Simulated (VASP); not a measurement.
Runs of VASP 6.6.1 on KMgF3. Symmetry: Pm-3m, No. 221, cubic system. Conventional cell: a = 3.986 Å, b = 3.986 Å, c = 3.986 Å, α = 90.00°, β = 90.00°, γ = 90.00°. K (site symmetry m-3m) has 12 F at 2.82 Å as nearest neighbours. Around Mg (site symmetry m-3m) lie 6 F at 1.99 Å. F (site symmetry 4/mmm) has 2 Mg at 1.99 Å as nearest neighbours. 

| level | potentials or basis | further INCAR settings | gap on the mesh (eV) | pressure (GPa) |
| --- | --- | --- | --- | --- |
| r2SCAN | VASP PAW PBE potentials, release 64 (K_sv, Mg, F) | ALGO = Normal; EDIFF = 1e-07 | 8.25 | (a) |
| PBEsol | VASP PAW PBE potentials, release 64 (K_sv, Mg, F) | ALGO = Fast; EDIFF = 1e-07 | 7.12 | (b) |
| LDA | VASP PAW LDA potentials, release 64 (K_sv, Mg, F) | ALGO = Fast; EDIFF = 1e-07 | 6.96 | -5.2 |
| TB-mBJ | VASP PAW PBE potentials, release 64 (K_sv, Mg, F) | ALGO = Normal; EDIFF = 1e-07 | 10.78 | - |

Alike in all rows: task band structure; no spin polarisation; cell as given; k mesh 8 × 8 × 8; cutoff (eV) 520; smearing gaussian 0.02 eV.

Question: Fill in the values left out.

Answer: (a) -0.9; (b) -0.1.

Caveats: the PAW data sets were made with another functional, which shifts forces and pressure a little (some runs).

Runs at the PBE level aren't shown here.
